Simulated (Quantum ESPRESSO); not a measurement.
CoO:

```
Co O
1.0
     2.85630    0.00000    0.00000
    -1.42815    2.47363    0.00000
     0.00000    0.00000    2.78761
Co O
1 1
Cartesian
  0.0000 0.0000 0.0000
  1.4281 0.8245 1.3938
```

Measurements of this composition are mostly on another form, of space group No. 225.

Base run:

| Item | Value |
| --- | --- |
| Program | Quantum ESPRESSO 7.5 |
| Functional | LDA |
| Potentials or basis | SSSP 1.3 efficiency PBE |
| Cutoff | 748 eV |
| Density cutoff | 5987 eV |
| k mesh | 11 × 11 × 10 |
| Occupations | fermi-dirac, width 0.05 eV |
| Spin | collinear spin, ferromagnetic start |
| Starting moments | [2.0, 0.0] μB |
| Hubbard terms | Co d U = 6 eV |

Its results: band gap on the k mesh none (metal or under the smearing width); pressure -14.6 GPa; net moment 3.00 μB per cell; site moments Co +2.62; O +0.28 μB.

Problem. The run is repeated on the same cell with these changes: hubbard terms from Co d U = 6 eV to Co d U = 2 eV. What comes out?

Solution. Band gap on the k mesh none (metal or under the smearing width); pressure -20.5 GPa; net moment 3.00 μB per cell; site moments Co +2.55; O +0.37 μB.

Caveats: the potentials were made for another functional, which shifts forces and pressure; a cell with one magnetic atom can't hold antiferromagnetic order, which such compounds often take.
